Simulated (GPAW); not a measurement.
# Zn (P6_3/mmc) in GPAW: single point with PBE

Aim: the single point of Zn with PBE.

Everything below comes from runs of GPAW 26.7.0. Logs are shortened: lines on timing, memory, paths and dates and some standing lists are left out, and cuts for length are marked. The log counts tension as positive stress, the text compression.

### Step 1. The structure

Symmetry: P6_3/mmc, No. 194, hexagonal system. The conventional cell has a = 2.670 Å, b = 2.670 Å, c = 4.966 Å, α = 90.00°, β = 90.00°, γ = 120.00°. Zn (site symmetry -6m2) has 12 Zn at 2.67 to 2.92 Å as nearest neighbours.

### Step 2. Single point, PBE

File run.py:

```python
from ase import Atoms
from ase.dft.bandgap import bandgap
from ase.io import write
from ase.units import GPa
from gpaw import GPAW, PW

atoms = Atoms(['Zn', 'Zn'],
              cell=[[2.67, 0.0, 0.0],
                    [-1.335, 2.3122878281, 0.0],
                    [0.0, 0.0, 4.966]],
              scaled_positions=[[0.6666666667, 0.3333333333, 0.75],
                                [0.3333333333, 0.6666666667, 0.25]],
              pbc=True)

calc = GPAW(mode=PW(500),
            xc='PBE',
            kpts={'size': (9, 9, 5), 'gamma': True},
            occupations={'name': 'fermi-dirac', 'width': 0.05},
            nbands=21,
            maxiter=120,
            txt='gpaw.txt')
atoms.calc = calc
energy = atoms.get_potential_energy()
forces = atoms.get_forces()
stress = atoms.get_stress()
calc.write('gs.gpw')
write('result.traj', atoms)
print(f'Energy: {energy:.6f} eV')
print('Forces (eV/A):')
print(forces.round(4))
print('Stress (GPa):', (stress / GPa).round(3))
print('Fermi level:', round(calc.get_fermi_level(), 4), 'eV')
print(f'Gap: {bandgap(calc)[0]:.4f} eV, direct: {bandgap(calc, direct=True)[0]:.4f} eV')
```

Potentials or basis: GPAW PAW data sets (gpaw-data 1.2.1), pw.

The run is started by

```console
$ OMP_NUM_THREADS=1 python run.py
```

gpaw.txt:

```text
__  _  _
 | _ |_)|_||  |
 |__||  | ||/\| - 26.7.0

Input parameters:
  mode=PW(ecut=500.0),
  kpts=MonkhorstPack(size=(9, 9, 5), gamma=True),
  maxiter=120,
  nbands=21,
  occupations=Occupations(name='fermi-dirac', width=0.05),
  xc=XC(name='PBE')

Diagonalizing LCAO Hamiltonian
Converting LCAO to pw mode

          Zn

        Zn

Atoms  # Å, Bohr magnetons
|   | symbol |         x |        y |        z |    initial magnetic moments |
|---|--------|-----------|----------|----------|-----------------------------|
| 0 |     Zn |  1.335000 | 0.770763 | 3.724500 | ( 0.0000,  0.0000,  0.0000) |
| 1 |     Zn | -0.000000 | 1.541525 | 1.241500 | ( 0.0000,  0.0000,  0.0000) |

Unit cell  # Å
| periodic |         x |        y |        z |  lengths |     angles |
|----------|-----------|----------|----------|----------|------------|
|      yes |  2.670000 | 0.000000 | 0.000000 | 2.670000 |  90.000000 |
|      yes | -1.335000 | 2.312288 | 0.000000 | 2.670000 |  90.000000 |
|      yes |  0.000000 | 0.000000 | 4.966000 | 4.966000 | 120.000000 |

Number of symmetries: 12
Symmetry operations  # r_c * U_cc + t_c -> r_c
|    | kind |            matrix            |
|----|------|------------------------------|
|  0 |  σ   |  1, 1, 0,  0,-1, 0,  0, 0, 1 |
|  1 |  S6  |  1, 1, 0, -1, 0, 0,  0, 0,-1 |
|  2 |  E   |  1, 0, 0,  0, 1, 0,  0, 0, 1 |
|  3 |  C2  |  1, 0, 0, -1,-1, 0,  0, 0,-1 |
|  4 |  C2  |  0, 1, 0,  1, 0, 0,  0, 0,-1 |
|  5 |  C3  |  0, 1, 0, -1,-1, 0,  0, 0, 1 |
|  6 |  S6  |  0,-1, 0,  1, 1, 0,  0, 0,-1 |
|  7 |  σ   |  0,-1, 0, -1, 0, 0,  0, 0, 1 |
|  8 |  σ   | -1, 0, 0,  1, 1, 0,  0, 0, 1 |
|  9 |  i   | -1, 0, 0,  0,-1, 0,  0, 0,-1 |
| 10 |  C3  | -1,-1, 0,  1, 0, 0,  0, 0, 1 |
| 11 |  C2  | -1,-1, 0,  0, 1, 0,  0, 0,-1 |

BZ-sampling:
  Number of BZ points: 405
  Number of IBZ points: 50

  Monkhorst-Pack size: [9, 9, 5]
  Monkhorst-Pack shift: [0, 0, 0]

K-points  # in reciprocal-cell coordinates
|     |                                coordinates |     weight |
|-----|--------------------------------------------|------------|
|   0 | (  0.00000000,   0.00000000,   0.00000000) | 0.00246914 |
|   1 | (  0.00000000,   0.00000000,   0.20000000) | 0.00493827 |
|   2 | (  0.00000000,   0.00000000,   0.40000000) | 0.00493827 |
|   3 | (  0.11111111,   0.00000000,  -0.40000000) | 0.01481481 |
|   4 | (  0.11111111,   0.00000000,  -0.20000000) | 0.01481481 |
|   5 | (  0.11111111,   0.00000000,   0.00000000) | 0.01481481 |
|   6 | (  0.11111111,   0.00000000,   0.20000000) | 0.01481481 |
|   7 | (  0.11111111,   0.00000000,   0.40000000) | 0.01481481 |
|   8 | (  0.22222222,  -0.11111111,   0.00000000) | 0.01481481 |
|   9 | (  0.22222222,  -0.11111111,   0.20000000) | 0.02962963 |
| ... |                                            |            |
|  49 | (  0.44444444,   0.44444444,   0.40000000) | 0.02962963 |

Plane wave coefficients: 798
Cutoff: 500.0 eV

Spin-components: 1 (collinear spins)
Bands:           21
Projectors:      12
Spin-degeneracy: 2
Datatype:        complex128

Parallelization:
  kpt:    1
  domain: 1
  band:   1

Density:
  Valence electrons: 24.0
  Components: 1
  Grid points: [14 14 27]
  Charge: 0.0  # |e|

Potential:
  Grid points: [14 14 27]

species:
  Zn:
    name:    Zinc
    Z:       30.0
    valence: 12
    core:    18
    charge:  0.0  # [|e|]
    compensation charges:
      type: gauss
      rc: 0.37  # [Å]
      lmax: 2
    cutoffs:
      filter: 2.14  # [Å]
      core: 2.28  # [Å]
    projectors
    | kind |    occ | energy [eV] | rcut [Å] |
    |------|--------|-------------|----------|
    |   4s |  2.000 |      -5.977 |    1.286 |
    |   4p |  0.000 |      -1.117 |    1.270 |
    |   3d | 10.000 |     -10.142 |    1.180 |
    |    s |        |      21.234 |    1.286 |
    |    p |        |      26.095 |    1.270 |
    |    d |        |      17.070 |    1.180 |

    Using partial waves for Zn as LCAO basis

Reference energy: -97722.653306  # eV

eigensolver:
  PPCG
  Converge bands: occupied
  niter=2

density mixing:
  MSR1-Mixer
  Pratt-step length: 0.05
  Maximum mixing coefficient: 0.75
  Old densities: 10
  SVD Regularization: 0.005
  Good broyden scale: 1.0
  Trust region scale: 1.0
  Backstep threshold: 4.0
  History deletion threshold: 6.0
  Fourier metric: weight=20.0, sigma=0.015

occupation numbers:
  Fermi-Dirac:
    width: 0.0500  # eV

poisson solver:
  ecut: 4000.0  # eV

xc functional:
  name: PBE with 2 nearest neighbor stencil

convergence criteria:
- Maximum [total energy] change in last 3 cyles: 0.0005 eV / valence electron
- Maximum integral of absolute [dens]ity change: 0.0001 electrons / valence electron
- Maximum integral of absolute [eigenst]ate change: 4e-08 eV^2 / valence electron
maximum number of iterations: 120

SCF iterations
|iter     | |      energy | eigst |  dens |
|---------|-|-------------|-------|-------|
|iter:   1| |   -2.492172 | +0.07 |       |
|iter:   2| |   -2.443236 | -2.74 | -1.40 |
|iter:   3| |   -2.329627 | -1.75 | -1.45 |
|iter:   4| |   -2.334490 | -3.22 | -1.90 |
|iter:   5| |   -2.335551c| -3.21 | -2.26 |
|iter:   6| |   -2.335616c| -5.03 | -3.64 |
|iter:   7| |   -2.335628c| -5.81 | -3.77 |
|iter:   8| |   -2.335628c| -7.36 | -4.43c|
|iter:   9| |   -2.335628c| -8.01c| -4.87c|

Converged in 9 steps
Energy contributions relative to reference atoms: (reference = -97722.653306)

Energy contributions:
  Kinetic:          -3.227713
  Coulomb:           6.297572
  Zero:             -0.047730
  External:          0.000000
  Xc:               -5.352921
  Entropy:          -0.009671
  Spinorbit:         0.000000
  ----------------------------
  Free energy:      -2.340464
  Extrapolated:     -2.335628

dipole moment: (-0.000000, -0.000000, -0.000000)  # |e|*Ang

Fermi level: 6.863
Eigenvalues  # (at kpt = [0.000, 0.000, 0.000])
| band index |      eig [eV] | occ [0-2] |
|------------|---------------|-----------|
|          0 |        -3.750 |     2.000 |
|        ... |               |           |
|          5 |        -0.997 |     2.000 |
|          6 |        -0.997 |     2.000 |
|          7 |        -0.670 |     2.000 |
|          8 |        -0.670 |     2.000 |
|          9 |        -0.468 |     2.000 |
|         10 |        -0.468 |     2.000 |
[... 8 lines left out ...]
|         19 |        25.581 |     0.000 |
|         20 |        26.778 |     0.000 |

No gap
No difference between direct/indirect transitions

Forces  # eV/Ang
|        x |        y |        z |
|----------|----------|----------|
|  0.00000 | -0.00000 | -0.00007 |  # Zn   0
| -0.00000 |  0.00000 |  0.00007 |  # Zn   1

Stress tensor  # eV/Ang^3
|         x |         y |         z |
|-----------|-----------|-----------|
|  0.014686 | -0.000000 |  0.000000 |
| -0.000000 |  0.014686 |  0.000000 |
|  0.000000 |  0.000000 | -0.007160 |

# Writing to gs.gpw (mode='')
```

Wall time 14 s (1 thread of Arm Neoverse V2, shared host); peak memory 0.14 GiB.

Results:

| Quantity | Value |
| --- | --- |
| Free energy | -2.3405 eV |
| Pressure | -1.2 GPa |
| Band gap on the k mesh | none (metal or under the smearing width) |

Caveat: the cutoff is short for stress and forces, so pressures can be off by a GPa or more.
